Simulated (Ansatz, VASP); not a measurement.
**One calculation of SnSe2, two programs**

```
Sn Se
1.0
     3.81892    0.00000    0.00000
    -1.90946    3.30728    0.00000
     0.00000    0.00000    6.14321
Sn Se
1 2
Cartesian
  0.0000 0.0000 0.0000
  0.0000 2.2049 1.5864
  1.9095 1.1024 4.5568
```

Alike in both runs: functional PBEsol; k mesh 12 × 12 × 6; occupations gaussian, width 0.02 eV; no spin polarisation.

Ansatz relaxed the structure, and its values are those at the end. VASP's run is a single point on that final structure, the one shown.

|  | VASP | Ansatz |
| --- | --- | --- |
| version | VASP 6.6.1 | Ansatz 0.2.0 |
| potentials or method | VASP PAW PBE potentials, release 64 (Sn_d, Se) | scalar-relativistic, plane waves, PAW |
| plane-wave cutoff (eV) | 520 | 420 |
| valence electrons in the cell | 26 | 46 |

|  | VASP | Ansatz | Ansatz less VASP |
| --- | --- | --- | --- |
| gap on the k mesh at the Fermi level (eV) | 0.47 | 0.48 | +0.005 |
| least direct gap on the mesh (eV) | 0.97 | 0.98 | +0.009 |
| pressure (GPa) | 0.1 | 0.0 | -0.11 |
| rms of the force components (eV/Å) | 0.008 | 0.001 | -0.0068 |

With one functional, cell and mesh, what is left measures potentials, basis and numerics. The two sets of potentials don't hold the same shells in valence.

Caveats: the PAW data sets were made with another functional, which shifts forces and pressure a little (VASP); spin-orbit coupling is left out, which moves the levels of the heavy elements; this functional lacks dispersion, which binds the layers, so the pressure and a relaxed spacing across them are unreliable.
